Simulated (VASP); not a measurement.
# SiO2 (P4_12_12) in VASP: settings compared

The runs below take SiO2 through band structure, with HSE06, PBE0, PBE.

Program: VASP 6.6.1. These are calculated values, not measurements. Logs are shortened: lines on timing, memory, paths and dates and some standing lists are left out, and cuts for length are marked.

### 1 The crystal as given

The structure is tetragonal, space group P4_12_12 (No. 92). Conventional cell: a = 5.075 Å, b = 5.075 Å, c = 7.085 Å, α = 90.00°, β = 90.00°, γ = 90.00°. Si (site symmetry 2) is surrounded by 4 O at 1.62 Å. O (site symmetry 1) is surrounded by 2 Si at 1.62 Å.

The cell is a database's computed one.

### 2 Band structure, HSE06

POSCAR reads:

```
SiO2                                    
1.0
    5.0746405046      0.0000000000      0.0000000000
    0.0000000000      5.0746405046      0.0000000000
    0.0000000000      0.0000000000      7.0852567667
  Si              O             
     4     8
Direct
     0.7048575088584567    0.7048575088584567    0.5000000000000000
     0.7951424911415433    0.2048575088584567    0.7500000000000000
     0.2048575088584567    0.7951424911415433    0.2500000000000000
     0.2951424911415433    0.2951424911415433    0.0000000000000000
     0.9044408508786338    0.7591794797181788    0.3249442953788440
     0.0955591491213662    0.2408205202818212    0.8249442953788441
     0.7591794797181788    0.9044408508786338    0.6750557046211559
     0.2591794797181788    0.5955591491213662    0.0749442953788440
     0.2408205202818212    0.0955591491213662    0.1750557046211560
     0.4044408508786338    0.7408205202818212    0.4250557046211560
     0.5955591491213662    0.2591794797181788    0.9250557046211559
     0.7408205202818212    0.4044408508786338    0.5749442953788441
```

INCAR.step1 reads:

```
SYSTEM = SiO2
ALGO     = Normal         ! electronic algorithm
EDIFF    = 1E-5           ! SCF threshold, eV
ENCUT    = 450            ! plane-wave cutoff, eV
GGA      = PE             ! functional
ISIF     = 2              ! what is computed and relaxed
ISMEAR   = 0              ! smearing method
KPAR     = 8            
LASPH    = .TRUE.         ! aspherical terms in the spheres
LCHARG   = .FALSE.        ! write CHGCAR
LREAL    = .FALSE.        ! projectors in reciprocal space
LWAVE    = .TRUE.         ! write WAVECAR
NBANDS   = 44             ! bands
NELM     = 120            ! most SCF steps
PREC     = Accurate       ! precision mode
SIGMA    = 0.02           ! smearing width, eV
```

INCAR.step2 reads:

```
SYSTEM = SiO2
ALGO     = Normal         ! electronic algorithm
EDIFF    = 1E-6           ! SCF threshold, eV
ENCUT    = 450            ! plane-wave cutoff, eV
GGA      = PE             ! functional
HFSCREEN = 0.2            ! screening, 1/A
ISIF     = 2              ! what is computed and relaxed
ISMEAR   = 0              ! smearing method
ISTART   = 1            
KPAR     = 8            
LASPH    = .TRUE.         ! aspherical terms in the spheres
LCHARG   = .FALSE.        ! write CHGCAR
LHFCALC  = .TRUE.         ! exact exchange
LREAL    = .FALSE.        ! projectors in reciprocal space
LWAVE    = .FALSE.        ! write WAVECAR
NBANDS   = 44             ! bands
NELM     = 120            ! most SCF steps
PREC     = Accurate       ! precision mode
PRECFOCK = Fast         
SIGMA    = 0.02           ! smearing width, eV
```

KPOINTS reads:

```
k-points
0
G
  6 6 4
  0 0 0
```

KPOINTS_OPT reads:

```
path GXMGZRAZ,XR,MA
12
line-mode
reciprocal
 0.0000000000  0.0000000000  0.0000000000  G
 0.0000000000  0.5000000000  0.0000000000  X

 0.0000000000  0.5000000000  0.0000000000  X
 0.5000000000  0.5000000000  0.0000000000  M

 0.5000000000  0.5000000000  0.0000000000  M
 0.0000000000  0.0000000000  0.0000000000  G

 0.0000000000  0.0000000000  0.0000000000  G
 0.0000000000  0.0000000000  0.5000000000  Z

 0.0000000000  0.0000000000  0.5000000000  Z
 0.0000000000  0.5000000000  0.5000000000  R

 0.0000000000  0.5000000000  0.5000000000  R
 0.5000000000  0.5000000000  0.5000000000  A

 0.5000000000  0.5000000000  0.5000000000  A
 0.0000000000  0.0000000000  0.5000000000  Z

 0.0000000000  0.5000000000  0.0000000000  X
 0.0000000000  0.5000000000  0.5000000000  R

 0.5000000000  0.5000000000  0.0000000000  M
 0.5000000000  0.5000000000  0.5000000000  A
```

Potentials or basis: VASP PAW PBE potentials, release 64 (Si, O).

The run is started by

```bash
cat potpaw_PBE.64/Si/POTCAR potpaw_PBE.64/O/POTCAR > POTCAR
cp INCAR.step1 INCAR
mpirun -np 8 vasp_std > vasp.out
cp INCAR.step2 INCAR
mpirun -np 8 vasp_std > vasp.out
```

OUTCAR:

```text
SYSTEM = SiO2
   EDIFF = 1E-6
   ENCUT = 450
   GGA = PE
   HFSCREEN = 0.2
   ISIF = 2
   ISMEAR = 0
   ISTART = 1
   LASPH = .TRUE.
   LHFCALC = .TRUE.
   LREAL = .FALSE.
   NELM = 120
   PREC = Accurate
   PRECFOCK = Fast

 ion  position               nearest neighbor table
   1  0.705  0.705  0.500-  10 1.62  12 1.62   5 1.62   7 1.62   2 3.13   3 3.13   2 3.13   3 3.13

   2  0.795  0.205  0.750-   6 1.62   7 1.62  11 1.62  12 1.62   1 3.13   4 3.13   1 3.13   4 3.13

   3  0.205  0.795  0.250-   5 1.62   9 1.62   8 1.62  10 1.62   1 3.13   4 3.13   4 3.13   1 3.13

   4  0.295  0.295  0.000-   8 1.62  11 1.62   9 1.62   6 1.62   2 3.13   3 3.13   3 3.13   2 3.13

   5  0.904  0.759  0.325-   3 1.62   1 1.62
   6  0.096  0.241  0.825-   2 1.62   4 1.62
   7  0.759  0.904  0.675-   2 1.62   1 1.62
   8  0.259  0.596  0.075-   4 1.62   3 1.62
   9  0.241  0.096  0.175-   3 1.62   4 1.62
  10  0.404  0.741  0.425-   1 1.62   3 1.62
  11  0.596  0.259  0.925-   4 1.62   2 1.62
  12  0.741  0.404  0.575-   1 1.62   2 1.62

  LATTYP: Found a simple tetragonal cell.
 ALAT       =     5.0746405046
 C/A-ratio  =     1.3962086103

  Lattice vectors:

 A1 = (   5.0746405046,   0.0000000000,   0.0000000000)
 A2 = (   0.0000000000,   5.0746405046,   0.0000000000)
 A3 = (   0.0000000000,   0.0000000000,   7.0852567667)

Analysis of symmetry for initial positions (statically):
=====================================================================
 Subroutine PRICEL returns:
 Original cell was already a primitive cell.

 Routine SETGRP: Setting up the symmetry group for a
 simple tetragonal supercell.

 Subroutine GETGRP returns: Found  8 space group operations
 (whereof  2 operations were pure point group operations)
 out of a pool of 16 trial point group operations.

The static configuration has the point symmetry C_2 .
 The point group associated with its full space group is D_4 .

Analysis of symmetry for dynamics (positions and initial velocities):
=====================================================================
 Subroutine PRICEL returns:
 Original cell was already a primitive cell.

 Routine SETGRP: Setting up the symmetry group for a
 simple tetragonal supercell.

 Subroutine GETGRP returns: Found  8 space group operations
 (whereof  2 operations were pure point group operations)
 out of a pool of 16 trial point group operations.

The dynamic configuration has the point symmetry C_2 .
 The point group associated with its full space group is D_4 .

 Subroutine INISYM returns: Found  8 space group operations
 (whereof  2 operations are pure point group operations),
 and found     1 'primitive' translations

----------------------------------------------------------------------------------------

                                     Primitive cell

  volume of cell :     182.4594

  direct lattice vectors                    reciprocal lattice vectors
     5.074640505  0.000000000  0.000000000     0.197058294  0.000000000  0.000000000
     0.000000000  5.074640505  0.000000000     0.000000000  0.197058294  0.000000000
     0.000000000  0.000000000  7.085256767     0.000000000  0.000000000  0.141138145

  length of vectors
     5.074640505  5.074640505  7.085256767     0.197058294  0.197058294  0.141138145

  position of ions in fractional coordinates (direct lattice)
     0.704857509  0.704857509  0.500000000
     0.795142491  0.204857509  0.750000000
     0.204857509  0.795142491  0.250000000
     0.295142491  0.295142491  0.000000000
     0.904440851  0.759179480  0.324944295
     0.095559149  0.240820520  0.824944295
     0.759179480  0.904440851  0.675055705
     0.259179480  0.595559149  0.074944295
     0.240820520  0.095559149  0.175055705
     0.404440851  0.740820520  0.425055705
[... 35 lines left out ...]

  Shift w.r.t. Gamma in fractional coordinates (k-lattice)
     0.000000000  0.000000000  0.000000000

 Subroutine IBZKPT returns following result:
 ===========================================

 Found     30 irreducible k-points:

 Following reciprocal coordinates:
            Coordinates               Weight
  0.000000  0.000000  0.000000      1.000000
  0.166667  0.000000  0.000000      4.000000
  0.333333  0.000000  0.000000      4.000000
  0.500000  0.000000  0.000000      2.000000
  0.166667  0.166667  0.000000      4.000000
  0.333333  0.166667  0.000000      8.000000
[... 16 lines left out ...]
  0.333333  0.000000  0.500000      4.000000
  0.500000  0.000000  0.500000      2.000000
 [... further k-points ...]
   k-points           NKPTS =     30   k-points in BZ     NKDIM =    144   number of bands    NBANDS=     44
   number of dos      NEDOS =    301   number of ions     NIONS =     12
   total plane-waves  NPLWV =  64800
   dimension x,y,z NGX =    36 NGY =   36 NGZ =   50
   dimension x,y,z NGXF=    72 NGYF=   72 NGZF=  100
   ions per type =               4   8
   NGX,Y,Z   is equivalent  to a cutoff of  11.79, 11.79, 11.73 a.u.
   NGXF,Y,Z  is equivalent  to a cutoff of  23.59, 23.59, 23.46 a.u.
 SYSTEM =  SiO2
   PREC   = accura    normal or accurate (medium, high low for compatibility)
   ISTART =      1    job   : 0-new  1-cont  2-samecut
   ICHARG =      0    charge: 1-file 2-atom 10-const
   ISPIN  =      1    spin polarized calculation?
   LNONCOLLINEAR =      F non collinear calculations
   LSORBIT =      F    spin-orbit coupling
   LASPH  =      T    aspherical Exc in radial PAW
   ENCUT  =  450.0 eV  33.07 Ry    5.75 a.u.   8.78  8.78 12.26*2*pi/ulx,y,z
   NELM   =    120;   NELMIN=  2; NELMDL=  0     # of ELM steps
   EDIFF  = 0.1E-05   stopping-criterion for ELM
   LREAL  =      F    real-space projection
   EDIFFG = 0.1E-04   stopping-criterion for IOM
   NSW    =      0    number of steps for IOM
   IBRION =     -1    ionic relax: 0-MD 1-quasi-New 2-CG
   NFREE  =      0    steps in history (QN), initial steepest desc. (CG)
   ISIF   =      2    stress and relaxation
   ISYM   =      3    0-nonsym 1-usesym 2-fastsym
   POTIM  = 0.5000    time-step for ionic-motion
   TEBEG  =    0.0;   TEEND  =   0.0 temperature during run
   PSTRESS=    0.0 pullay stress
   NELECT =      64.0000    total number of electrons
   NUPDOWN=      -1.0000    fix difference up-down
   EMIN   =  10.00;   EMAX   =-10.00  energy-range for DOS
   EFERMI =   0.00;   METHOD = LEGACY
   ISMEAR =     0;   SIGMA  =   0.02  broadening in eV -4-tet -1-fermi 0-gaus
   EFERMI_NEDOS =   21; number of points for ismear=-14 and -15
   IALGO  =     38    algorithm
   IMIX   =      1    mixing-type and parameters
     AMIX     =   0.40;   BMIX     =  1.00
     AMIX_MAG =   1.60;   BMIX_MAG =  1.00
  volume/ion in A,a.u.               =      15.20       102.61
  Fermi-wavevector in a.u.,A,eV,Ry     =   1.154550  2.181783 18.136374  1.332986
  Thomas-Fermi vector in A             =   2.291186
   LORBIT       =      0    0 simple, 1 ext, 2 COOP (PROOUT), +10 PAW based schemes
   GGA     = PE    functional components
   LHFCALC =     T    Hartree Fock is set to
   PRECFOCK=fast      Normal, Fast or Accurate (Low or Medium for compatibility)
   ENCUT4O =  -1.0   cutoff for four orbital integrals eV
   NKREDX  =     1    reduce k-point grid by
   NKREDY  =     1    reduce k-point grid by
   NKREDZ  =     1    reduce k-point grid by
   AEXX    =    0.2500 exact exchange contribution
   HFSCREEN=    0.2000 screening length (either q_TF or 0.3 A-1)
   HFSCREENC=   0.2000 screening length for correlation (either q_TF or 0.3 A-1)
   ENCUTFOCK=  -1.0 apply spherical cutoff to Coloumb kernel
   IVDW    =     0    specifies the selected vdW correction
   LEPSILON=     F    determine dielectric tensor
   LRPA    =     F    only Hartree local field effects (RPA)
 non-spin polarized calculation
 Gauss-broadening in eV      SIGMA  =   0.02
  energy-cutoff  :      450.00
  volume of cell :      182.46
 maximum number of plane-waves:      4000
 NGX is ok and might be reduce to    36
  NGX = 20; NGY = 20; NGZ = 28

 number of electron      63.9999964 magnetization

 Free energy of the ion-electron system (eV)
  ---------------------------------------------------
  ext. energy  EPLUGINS =         0.00000000
  ---------------------------------------------------
  free energy    TOTEN  =      -116.93211408 eV

  energy without entropy =     -116.93211408  energy(sigma->0) =     -116.93211408

 E-fermi :  -1.5193     XC(G=0):  -6.7284

 val. band max:       -1.6044954301   @ k =   0.0000   0.0000   0.0000
 cond. band min:       5.7259954173   @ k =   0.0000   0.0000   0.0000
 fundamental gap:      7.3304908473
 Fermi energy:        -1.5192794679

 k-point     1 :       0.0000    0.0000    0.0000
  band No.  band energies     occupation
      1     -22.4842      2.00000
      2     -21.5729      2.00000
      3     -21.5729      2.00000
      4     -20.3980      2.00000
      5     -20.3647      2.00000
      6     -20.3633      2.00000
[... 1117 lines left out ...]
     43      11.7962      0.00000
     44      11.7962      0.00000

 [... further k-points ...]

------------------------ aborting loop because EDIFF is reached ----------------------------------------

  FORCE on cell =-STRESS in cart. coord.  units (eV):
  Direction    XX          YY          ZZ          XY          YZ          ZX
  --------------------------------------------------------------------------------------
  -------------------------------------------------------------------------------------
  Total       -5.6825312     -5.6825312     -6.0168033      0.0000000      0.0000000     -0.0000000
  in kB      -49.8983580    -49.8983580    -52.8336043      0.0000000      0.0000000     -0.0000000
  external PRESSURE =     -50.8767734 kB  Pullay stress =       0.0000000 kB

 VOLUME and BASIS-vectors are now :
 -----------------------------------------------------------------------------
  energy-cutoff  :      450.00
  volume of cell :      182.46
      direct lattice vectors                 reciprocal lattice vectors
     5.074640505  0.000000000  0.000000000     0.197058294  0.000000000  0.000000000
     0.000000000  5.074640505  0.000000000     0.000000000  0.197058294  0.000000000
     0.000000000  0.000000000  7.085256767     0.000000000  0.000000000  0.141138145

 POSITION                                       TOTAL-FORCE (eV/Angst)
 -----------------------------------------------------------------------------------
      3.57690      3.57690      3.54263        -0.016567     -0.016567      0.000000
      4.03506      1.03958      5.31394         0.016567     -0.016567      0.000000
      1.03958      4.03506      1.77131        -0.016567      0.016567     -0.000000
      1.49774      1.49774      0.00000         0.016567      0.016567      0.000000
      4.58971      3.85256      2.30231         0.166423     -0.038477      0.257485
      0.48493      1.22208      5.84494        -0.166423      0.038477      0.257485
      3.85256      4.58971      4.78294        -0.038477      0.166423     -0.257485
      1.31524      3.02225      0.53100        -0.038477     -0.166423      0.257485
      1.22208      0.48493      1.24031         0.038477     -0.166423     -0.257485
      2.05239      3.75940      3.01163         0.166423      0.038477     -0.257485
      3.02225      1.31524      6.55426        -0.166423     -0.038477     -0.257485
      3.75940      2.05239      4.07363         0.038477      0.166423      0.257485
 -----------------------------------------------------------------------------------
    total drift:                                0.000000      0.000000     -0.000002

  FREE ENERGIE OF THE ION-ELECTRON SYSTEM (eV)
  ---------------------------------------------------
  free  energy   TOTEN  =      -116.9321140801 eV

  energy  without entropy=     -116.9321140801  energy(sigma->0) =     -116.93211408
```

Wall time 3 h (8 MPI ranks of AMD EPYC 9R45 (Zen 5), shared host); peak memory 0.85 GiB.

Results:

* Free energy: -116.9321 eV
* Largest force: 0.309 eV/Å
* Band gap on the k mesh: 7.33 eV, direct
* Band gap along the path: 7.33 eV, direct

Forces in eV/Å, atoms in the order of the input:
```
Si  -0.017 -0.017  0.000
Si   0.017 -0.017  0.000
Si  -0.017  0.017  0.000
Si   0.017  0.017  0.000
O    0.166 -0.038  0.257
O   -0.166  0.038  0.257
O   -0.038  0.166 -0.257
O   -0.038 -0.166  0.257
O    0.038 -0.166 -0.257
O    0.166  0.038 -0.257
O   -0.166 -0.038 -0.257
O    0.038  0.166  0.257
```

Levels at the corners of the path, in eV from the valence-band top:
| point | band 28 | band 29 | band 30 | band 31 | band 32 | band 33 | band 34 | band 35 | band 36 | band 37 |
| --- | --- | --- | --- | --- | --- | --- | --- | --- | --- | --- |
| Γ | -1.21 | -0.69 | -0.27 | -0.27 | 0.00 | 7.33 | 10.59 | 10.59 | 10.93 | 10.93 |
| X | -1.06 | -0.66 | -0.66 | -0.48 | -0.48 | 9.39 | 9.39 | 11.05 | 11.05 | 11.41 |
| X | -1.06 | -0.66 | -0.66 | -0.48 | -0.48 | 9.39 | 9.39 | 11.05 | 11.05 | 11.41 |
| M | -1.40 | -0.61 | -0.61 | -0.57 | -0.57 | 10.42 | 10.42 | 10.55 | 10.55 | 11.68 |
| M | -1.40 | -0.61 | -0.61 | -0.57 | -0.57 | 10.42 | 10.42 | 10.55 | 10.55 | 11.68 |
| Γ | -1.21 | -0.69 | -0.27 | -0.27 | 0.00 | 7.33 | 10.59 | 10.59 | 10.93 | 10.93 |
| Γ | -1.21 | -0.69 | -0.27 | -0.27 | 0.00 | 7.33 | 10.59 | 10.59 | 10.93 | 10.93 |
| Z | -0.77 | -0.52 | -0.52 | -0.41 | -0.41 | 8.56 | 8.56 | 11.36 | 11.36 | 11.36 |
| Z | -0.77 | -0.52 | -0.52 | -0.41 | -0.41 | 8.56 | 8.56 | 11.36 | 11.36 | 11.36 |
| R | -1.01 | -0.96 | -0.96 | -0.17 | -0.17 | 9.75 | 9.75 | 10.53 | 10.53 | 10.98 |
| R | -1.01 | -0.96 | -0.96 | -0.17 | -0.17 | 9.75 | 9.75 | 10.53 | 10.53 | 10.98 |
| A | -1.39 | -0.67 | -0.67 | -0.67 | -0.67 | 10.96 | 10.96 | 10.96 | 10.96 | 11.54 |
| A | -1.39 | -0.67 | -0.67 | -0.67 | -0.67 | 10.96 | 10.96 | 10.96 | 10.96 | 11.54 |
| Z | -0.77 | -0.52 | -0.52 | -0.41 | -0.41 | 8.56 | 8.56 | 11.36 | 11.36 | 11.36 |
| X | -1.06 | -0.66 | -0.66 | -0.48 | -0.48 | 9.39 | 9.39 | 11.05 | 11.05 | 11.41 |
| R | -1.01 | -0.96 | -0.96 | -0.17 | -0.17 | 9.75 | 9.75 | 10.53 | 10.53 | 10.98 |
| M | -1.40 | -0.61 | -0.61 | -0.57 | -0.57 | 10.42 | 10.42 | 10.55 | 10.55 | 11.68 |
| A | -1.39 | -0.67 | -0.67 | -0.67 | -0.67 | 10.96 | 10.96 | 10.96 | 10.96 | 11.54 |

Caveat: the cutoff is under 1.25 times the usual one of these potentials, so pressure, stress and relaxed cells hold a basis-set (Pulay) error; the PAW data sets were made with another functional, which shifts forces and pressure a little.

### 3 Band structure, PBE0

POSCAR is that of step 2.

INCAR.step1 is that of step 2.

INCAR.step2: that of step 2 with these lines changed.

```diff
@@ -1,2 +1,3 @@
 SYSTEM = SiO2
+AEXX     = 0.25           ! exact-exchange fraction
 ALGO     = Normal         ! electronic algorithm
@@ -5,3 +6,3 @@
 GGA      = PE             ! functional
-HFSCREEN = 0.2            ! screening, 1/A
+HFRCUT   = -1           
 ISIF     = 2              ! what is computed and relaxed
```

KPOINTS is that of step 2.

KPOINTS_OPT is that of step 2.

Potentials or basis: VASP PAW PBE potentials, release 64 (Si, O).

The run is started by

```bash
cat potpaw_PBE.64/Si/POTCAR potpaw_PBE.64/O/POTCAR > POTCAR
cp INCAR.step1 INCAR
mpirun -np 8 vasp_std > vasp.out
cp INCAR.step2 INCAR
mpirun -np 8 vasp_std > vasp.out
```

Wall time 3 h (8 MPI ranks of AMD EPYC 9R45 (Zen 5), shared host); peak memory 0.76 GiB.

The run converged. Its results:

* Free energy: -123.0841 eV
* Largest force: 0.313 eV/Å
* Band gap on the k mesh: 8.07 eV, direct
* Band gap along the path: 8.07 eV, direct

Forces on the atoms (eV/Å):
```
Si  -0.017 -0.017  0.000
Si   0.017 -0.017  0.000
Si  -0.017  0.017  0.000
Si   0.017  0.017  0.000
O    0.168 -0.039  0.261
O   -0.168  0.039  0.261
O   -0.039  0.168 -0.261
O   -0.039 -0.168  0.261
O    0.039 -0.168 -0.261
O    0.168  0.039 -0.261
O   -0.168 -0.039 -0.261
O    0.039  0.168  0.261
```

Levels at the corners of the path, in eV from the valence-band top:
```tsv
point	band 29	band 30	band 31	band 32	band 33	band 34	band 35	band 36
Γ	-0.69	-0.27	-0.27	0.00	8.07	11.34	11.34	11.69
X	-0.67	-0.67	-0.48	-0.48	10.14	10.14	11.81	11.81
X	-0.67	-0.67	-0.48	-0.48	10.14	10.14	11.81	11.81
M	-0.61	-0.61	-0.57	-0.57	11.17	11.17	11.31	11.31
M	-0.61	-0.61	-0.57	-0.57	11.17	11.17	11.31	11.31
Γ	-0.69	-0.27	-0.27	0.00	8.07	11.34	11.34	11.69
Γ	-0.69	-0.27	-0.27	0.00	8.07	11.34	11.34	11.69
Z	-0.52	-0.52	-0.42	-0.42	9.31	9.31	12.12	12.12
Z	-0.52	-0.52	-0.42	-0.42	9.31	9.31	12.12	12.12
R	-0.96	-0.96	-0.17	-0.17	10.51	10.51	11.28	11.28
R	-0.96	-0.96	-0.17	-0.17	10.51	10.51	11.28	11.28
A	-0.67	-0.67	-0.67	-0.67	11.71	11.71	11.71	11.71
A	-0.67	-0.67	-0.67	-0.67	11.71	11.71	11.71	11.71
Z	-0.52	-0.52	-0.42	-0.42	9.31	9.31	12.12	12.12
X	-0.67	-0.67	-0.48	-0.48	10.14	10.14	11.81	11.81
R	-0.96	-0.96	-0.17	-0.17	10.51	10.51	11.28	11.28
M	-0.61	-0.61	-0.57	-0.57	11.17	11.17	11.31	11.31
A	-0.67	-0.67	-0.67	-0.67	11.71	11.71	11.71	11.71
```

Caveat: the cutoff is under 1.25 times the usual one of these potentials, so pressure, stress and relaxed cells hold a basis-set (Pulay) error; the PAW data sets were made with another functional, which shifts forces and pressure a little.

(Continued in part 2 of 2.)
